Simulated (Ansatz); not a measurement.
Crystal: MgSi.

```xyz
2
Lattice="2.9084 0.0000 0.0000 0.0000 2.9084 0.0000 0.0000 0.0000 4.1034" Properties=species:S:1:pos:R:3 pbc="T T T"
Si    1.4542    1.4542    2.0517
Mg    0.0000    0.0000    0.0000
```

The cell comes from a database or a generator and needn't be the stable form of this composition.

| Item | Value |
| --- | --- |
| Program | Ansatz 0.2.0 |
| Task | relaxation of cell and atoms |
| Functional | PBEsol |
| Potentials or basis | Ansatz PAW |
| Cutoff | 420 eV (not typed: the program's choice for these potentials) |
| k mesh | 9 × 9 × 7 |
| Occupations | fermi-dirac, width 0.05 eV |
| Spin | no spin polarisation |

At the start: volume 17.35 Å³/atom.

Question: Where does the relaxation end?

Answer: It ends after 6 steps and the volume is 17.14 Å³/atom (-1.2 %); space group P4/mmm (No. 123, to 0.05 Å).

The path:
```csv
step,energy change (eV),largest force (eV/Å),volume (Å³)
1,0.0000,0.0000,34.71
2,-0.0297,0.0000,33.79
3,-0.0318,0.0000,34.26
4,-0.0318,0.0000,34.29
5,-0.0318,0.0000,34.28
6,-0.0318,0.0000,34.28
```

Final structure:
```
CELL_PARAMETERS angstrom
2.96767 0.00000 0.00000
0.00000 2.96767 0.00000
0.00000 0.00000 3.89231
ATOMIC_POSITIONS crystal
Si 0.50000 0.50000 0.50000
Mg 0.00000 0.00000 0.00000
```

Caveat: the plane-wave basis is chosen anew once the cell has moved, so the energies of steps on either side of that aren't comparable; the PAW data sets come from PBE, with cores solved anew for the run's functional, which leaves a small shift of forces and pressure.
